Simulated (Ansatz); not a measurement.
Runs of Ansatz 0.2.0 on C. Symmetry: C2/m, No. 12, monoclinic system. Conventional cell: a = 4.255 Å, b = 2.457 Å, c = 3.765 Å, α = 90.00°, β = 111.49°, γ = 90.00°. C (site symmetry m) is surrounded by 3 C at 1.42 Å. This is a stacking variant of graphite.

```tsv
task	level	cutoff (eV)	points for each segment of the path	pressure (GPa)	V0 of scaled cells (Å³/atom)	B0 (GPa)
band structure	LDA	420	14	-4.1	-	-
band structure	r2SCAN	500	14	-0.2	-	-
equation of state	r2SCAN	500	-	-	(b)	275
equation of state	LDA	420	-	-	9.02	(a)
```

Alike in all rows: potentials or basis Ansatz PAW; no spin polarisation; cell as given; k mesh 13 × 13 × 8; smearing fermi-dirac 0.05 eV.

Q: Estimate the missing entries.

A: (a) 279; (b) 9.15.

Caveats: the PAW data sets come from PBE, with cores solved anew for the run's functional, which leaves a small shift of forces and pressure (some runs); the cell was scaled at fixed shape and fractional positions, which overstates the stiffness of a crystal with free parameters, most of all of layers and chains (some runs); the PAW data sets were made with another functional, which shifts forces and pressure a little (some runs).
